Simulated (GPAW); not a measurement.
# GaAs (F-43m) in GPAW: further runs

One crystal, GaAs, is run at these levels: LDA, AM05, PBEsol; tasks: G0W0 quasiparticle levels.

Program: GPAW 26.7.0. These are calculated values, not measurements. Logs are shortened: lines on timing, memory, paths and dates and some standing lists are left out, and cuts for length are marked. The log counts tension as positive stress, the text compression.

**Experimental background.**

“Evidence of valence band perturbations in GaAsN/GaAs(001): A combined variable-angle spectroscopic ellipsometry and modulated photoreflectance investigation”, 2008, arxiv:0805.2212 reports, for a bulk crystal of GaAs at 300 K: band gap 1.412 ± 0.01 eV (direct).

The runs below are set against these values where they give the same quantity.

### 1 The structure

Symmetry: F-43m, No. 216, cubic system. Conventional cell: a = 5.654 Å, b = 5.654 Å, c = 5.654 Å, α = 90.00°, β = 90.00°, γ = 90.00°. As (site symmetry -43m) has 4 Ga at 2.45 Å as nearest neighbours. Ga (site symmetry -43m) has 4 As at 2.45 Å as nearest neighbours.

### 2 G0W0 quasiparticle levels, LDA

The input, run.py:

```python
import json
import numpy as np
from ase import Atoms
from ase.dft.bandgap import bandgap
from ase.io import write
from gpaw import GPAW, PW
from gpaw.response.g0w0 import G0W0

atoms = Atoms(['As', 'Ga'],
              cell=[[0.0, 2.82685, 2.82685],
                    [2.82685, 0.0, 2.82685],
                    [2.82685, 2.82685, 0.0]],
              scaled_positions=[[0.75, 0.75, 0.75],
                                [0.0, 0.0, 0.0]],
              pbc=True)

calc = GPAW(mode=PW(400),
            xc='LDA',
            kpts={'size': (5, 5, 5), 'gamma': True},
            occupations={'name': 'fermi-dirac', 'width': 0.001},
            nbands=11,
            convergence={'density': 1e-06},
            maxiter=150,
            txt='gpaw.txt')
atoms.calc = calc
energy = atoms.get_potential_energy()
calc.write('gs.gpw')
write('result.traj', atoms)
print(f'Energy: {energy:.6f} eV')
print('Fermi level:', round(calc.get_fermi_level(), 4), 'eV')
print(f'Gap: {bandgap(calc)[0]:.4f} eV, direct: {bandgap(calc, direct=True)[0]:.4f} eV')

calc.diagonalize_full_hamiltonian(nbands=106)
calc.write('full.gpw', mode='all')

ibz = calc.get_ibz_k_points()
gap, vbm, cbm = bandgap(calc, output=None)
gap, direct, _ = bandgap(calc, direct=True, output=None)
gamma = int(np.abs(ibz).sum(1).argmin())
kpts = sorted({gamma, vbm[1], cbm[1], direct[1]})
gw = G0W0(calc='full.gpw',
          filename='gw',
          ecut=100,
          ecut_extrapolation=True,
          relbands=(-2, 2),
          kpts=kpts,
          integrate_gamma='WS',
          ppa=True)
gw.calculate()
results = {mode: {key: np.asarray(r[key]).tolist() for key in ['f', 'eps', 'vxc', 'exx', 'sigma', 'Z', 'qp', 'sigma_eskn']}
           for mode, r in gw.all_results.items()}
json.dump({'kpts': ibz[kpts].tolist(), 'results': results}, open('gw.json', 'w'))
for mode, r in results.items():
    f, qp = np.array(r['f']), np.array(r['qp'])
    print(mode, 'quasiparticle energies (eV):')
    print(qp.round(3))
    print(mode, 'gap:', round(qp[f < 0.5].min() - qp[f > 0.5].max(), 4), 'eV')
```

Potentials or basis: the program's PAW data sets (release 1.2.1) made for this functional, pw.

Command:

```
> OMP_NUM_THREADS=1 python run.py
```

gpaw.txt:

```text
__  _  _
 | _ |_)|_||  |
 |__||  | ||/\| - 26.7.0

Input parameters:
  mode=PW(ecut=400.0),
  convergence={'density': 1e-06},
  kpts=MonkhorstPack(size=(5, 5, 5), gamma=True),
  maxiter=150,
  nbands=11,
  occupations=Occupations(name='fermi-dirac', width=0.001),
  xc=XC(name='LDA')

Diagonalizing LCAO Hamiltonian
Converting LCAO to pw mode

                    As

       Ga

Atoms  # Å, Bohr magnetons
|   | symbol |        x |        y |        z |    initial magnetic moments |
|---|--------|----------|----------|----------|-----------------------------|
| 0 |     As | 4.240275 | 4.240275 | 4.240275 | ( 0.0000,  0.0000,  0.0000) |
| 1 |     Ga | 0.000000 | 0.000000 | 0.000000 | ( 0.0000,  0.0000,  0.0000) |

Unit cell  # Å
| periodic |        x |        y |        z |  lengths |    angles |
|----------|----------|----------|----------|----------|-----------|
|      yes | 0.000000 | 2.826850 | 2.826850 | 3.997770 | 60.000000 |
|      yes | 2.826850 | 0.000000 | 2.826850 | 3.997770 | 60.000000 |
|      yes | 2.826850 | 2.826850 | 0.000000 | 3.997770 | 60.000000 |

Number of symmetries: 24
Symmetry operations  # r_c * U_cc + t_c -> r_c
|    | kind |            matrix            |
|----|------|------------------------------|
|  0 |  E   |  1, 0, 0,  0, 1, 0,  0, 0, 1 |
|  1 |  σ   |  1, 0, 0,  0, 0, 1,  0, 1, 0 |
|  2 |  σ   |  1, 0,-1,  0, 1,-1,  0, 0,-1 |
|  3 |  C3  |  1, 0,-1,  0, 0,-1,  0, 1,-1 |
|  4 |  C3  |  1,-1, 0,  0,-1, 1,  0,-1, 0 |
|  5 |  σ   |  1,-1, 0,  0,-1, 0,  0,-1, 1 |
|  6 |  σ   |  0, 1, 0,  1, 0, 0,  0, 0, 1 |
|  7 |  C3  |  0, 1, 0,  0, 0, 1,  1, 0, 0 |
|  8 |  C2  |  0, 1,-1,  1, 0,-1,  0, 0,-1 |
|  9 |  S4  |  0, 1,-1,  0, 0,-1,  1, 0,-1 |
| 10 |  C3  |  0, 0, 1,  1, 0, 0,  0, 1, 0 |
| 11 |  σ   |  0, 0, 1,  0, 1, 0,  1, 0, 0 |
| 12 |  S4  |  0, 0,-1,  1, 0,-1,  0, 1,-1 |
| 13 |  C3  |  0, 0,-1,  0, 1,-1,  1, 0,-1 |
| 14 |  S4  |  0,-1, 1,  1,-1, 0,  0,-1, 0 |
| 15 |  C2  |  0,-1, 1,  0,-1, 0,  1,-1, 0 |
| 16 |  C3  |  0,-1, 0,  1,-1, 0,  0,-1, 1 |
| 17 |  S4  |  0,-1, 0,  0,-1, 1,  1,-1, 0 |
| 18 |  S4  | -1, 1, 0, -1, 0, 1, -1, 0, 0 |
| 19 |  C3  | -1, 1, 0, -1, 0, 0, -1, 0, 1 |
| 20 |  C3  | -1, 0, 1, -1, 1, 0, -1, 0, 0 |
| 21 |  S4  | -1, 0, 1, -1, 0, 0, -1, 1, 0 |
| 22 |  σ   | -1, 0, 0, -1, 1, 0, -1, 0, 1 |
| 23 |  C2  | -1, 0, 0, -1, 0, 1, -1, 1, 0 |

BZ-sampling:
  Number of BZ points: 125
  Number of IBZ points: 10

  Monkhorst-Pack size: [5, 5, 5]
  Monkhorst-Pack shift: [0, 0, 0]

K-points  # in reciprocal-cell coordinates
|   |                                coordinates |     weight |
|---|--------------------------------------------|------------|
| 0 | (  0.00000000,   0.00000000,   0.00000000) | 0.00800000 |
| 1 | (  0.20000000,   0.20000000,   0.00000000) | 0.04800000 |
| 2 | (  0.20000000,   0.20000000,   0.20000000) | 0.06400000 |
| 3 | (  0.40000000,   0.20000000,  -0.20000000) | 0.19200000 |
| 4 | (  0.40000000,   0.20000000,   0.20000000) | 0.09600000 |
| 5 | (  0.40000000,   0.40000000,  -0.40000000) | 0.19200000 |
| 6 | (  0.40000000,   0.40000000,  -0.20000000) | 0.09600000 |
| 7 | (  0.40000000,   0.40000000,   0.00000000) | 0.04800000 |
| 8 | (  0.40000000,   0.40000000,   0.20000000) | 0.19200000 |
| 9 | (  0.40000000,   0.40000000,   0.40000000) | 0.06400000 |

Plane wave coefficients: 869
Cutoff: 400.0 eV

Spin-components: 1 (collinear spins)
Bands:           11
Projectors:      10
Spin-degeneracy: 2
Datatype:        complex128

Parallelization:
  kpt:    1
  domain: 1
  band:   1

Density:
  Valence electrons: 8.0
  Components: 1
  Grid points: [20 20 20]
  Charge: 0.0  # |e|

Potential:
  Grid points: [20 20 20]

species:
  As:
    name:    Arsenic
    Z:       33.0
    valence: 5
    core:    28
    charge:  0.0  # [|e|]
    compensation charges:
      type: gauss
      rc: 0.33  # [Å]
      lmax: 2
    cutoffs:
      filter: 1.87  # [Å]
      core: 2.96  # [Å]
    projectors
    | kind |    occ | energy [eV] | rcut [Å] |
    |------|--------|-------------|----------|
    |   4s |  2.000 |     -14.691 |    1.058 |
    |   4p |  3.000 |      -5.342 |    1.058 |
    |    s |        |      12.520 |    1.058 |
    |    p |        |      21.869 |    1.058 |
    |    d |        |       0.000 |    1.058 |

    Using partial waves for As as LCAO basis

  Ga:
    name:    Gallium
    Z:       31.0
    valence: 3
    core:    28
    charge:  0.0  # [|e|]
    compensation charges:
      type: gauss
      rc: 0.37  # [Å]
      lmax: 2
    cutoffs:
      filter: 2.06  # [Å]
      core: 4.17  # [Å]
    projectors
    | kind |    occ | energy [eV] | rcut [Å] |
    |------|--------|-------------|----------|
    |   4s |  2.000 |      -9.167 |    1.164 |
    |   4p |  1.000 |      -2.734 |    1.164 |
    |    s |        |      18.045 |    1.164 |
    |    p |        |      24.478 |    1.164 |
    |    d |        |       0.000 |    1.164 |

    Using partial waves for Ga as LCAO basis

Reference energy: -114227.963927  # eV

eigensolver:
  PPCG
  Converge bands: occupied
  niter=2

density mixing:
  MSR1-Mixer
  Pratt-step length: 0.05
  Maximum mixing coefficient: 0.75
  Old densities: 10
  SVD Regularization: 0.005
  Good broyden scale: 1.0
  Trust region scale: 1.0
  Backstep threshold: 4.0
  History deletion threshold: 6.0
  Fourier metric: weight=20.0, sigma=0.015

occupation numbers:
  Fermi-Dirac:
    width: 0.0010  # eV

poisson solver:
  ecut: 3200.0  # eV

xc functional:
  name: None

convergence criteria:
- Maximum integral of absolute [dens]ity change: 1e-06 electrons / valence electron
- Maximum [total energy] change in last 3 cyles: 0.0005 eV / valence electron
- Maximum integral of absolute [eigenst]ate change: 4e-08 eV^2 / valence electron
maximum number of iterations: 150

SCF iterations
|iter     | |      energy | eigst |  dens |
|---------|-|-------------|-------|-------|
|iter:   1| |   -9.694052 | -0.65 |       |
|iter:   2| |   -9.670159 | -3.05 | -0.89 |
|iter:   3| |   -9.547614 | -2.28 | -0.92 |
|iter:   4| |   -9.545422 | -3.82 | -1.54 |
|iter:   5| |   -9.545245c| -4.96 | -2.09 |
|iter:   6| |   -9.545240c| -6.04 | -2.87 |
|iter:   7| |   -9.545240c| -7.75c| -3.62 |
|iter:   8| |   -9.545240c| -7.96c| -4.08 |
|iter:   9| |   -9.545240c| -8.94c| -5.54 |
|iter:  10| |   -9.545240c| -9.66c| -6.03c|

Converged in 10 steps
Energy contributions relative to reference atoms: (reference = -114227.963927)

Energy contributions:
  Kinetic:          26.318670
  Coulomb:         -23.390771
  Zero:              0.019787
  External:          0.000000
  Xc:              -12.492927
  Entropy:          -0.000000
  Spinorbit:         0.000000
  ----------------------------
  Free energy:      -9.545240
  Extrapolated:     -9.545240

dipole moment: (-11.040972, -11.040972, -11.040972)  # |e|*Ang

Fermi level: 4.654
Eigenvalues  # (at kpt = [0.000, 0.000, 0.000])
| band index |      eig [eV] | occ [0-2] |
|------------|---------------|-----------|
|          0 |        -8.124 |     2.000 |
|          1 |         4.632 |     2.000 |
|          2 |         4.632 |     2.000 |
|          3 |         4.632 |     2.000 |
|          4 |         4.985 |     0.000 |
|          5 |         8.339 |     0.000 |
|          6 |         8.339 |     0.000 |
|          7 |         8.339 |     0.000 |
|          8 |        12.024 |     0.000 |
|          9 |        14.775 |     0.000 |
|         10 |        14.776 |     0.000 |

Gap: 0.353 eV
Transition (v -> c):
  (s=0, k=0, n=3, [0.00, 0.00, 0.00]) -> (s=0, k=0, n=4, [0.00, 0.00, 0.00])
No difference between direct/indirect transitions
# Writing to gs.gpw (mode='')

Matrix size: 869x869
# Writing to full.gpw (mode='all')
```

It took 93 s on 1 thread of Arm Neoverse V1, shared host; peak memory 0.32 GiB.

What came out:

* Free energy: -9.5452 eV
* Band gap on the k mesh, mean-field level: 0.35 eV, direct
* Quasiparticle gap: 1.64 eV
* Least direct quasiparticle gap: 1.64 eV

Levels at points of the mesh, in eV from the valence-band top:
| k point | band 1 | band 2 | band 3 | band 4 | band 5 | band 6 | band 7 |
| --- | --- | --- | --- | --- | --- | --- | --- |
| (0.00, 0.00, 0.00) | -12.76 | 0.00 | 0.00 | 0.00 | 0.35 | 3.71 | 3.71 |

Caveat: the k mesh is coarse; the quasiparticle gap is taken among the few k points that were corrected; the long-wavelength limit can be off by a per cent or two.

(Continued in part 2 of 2.)
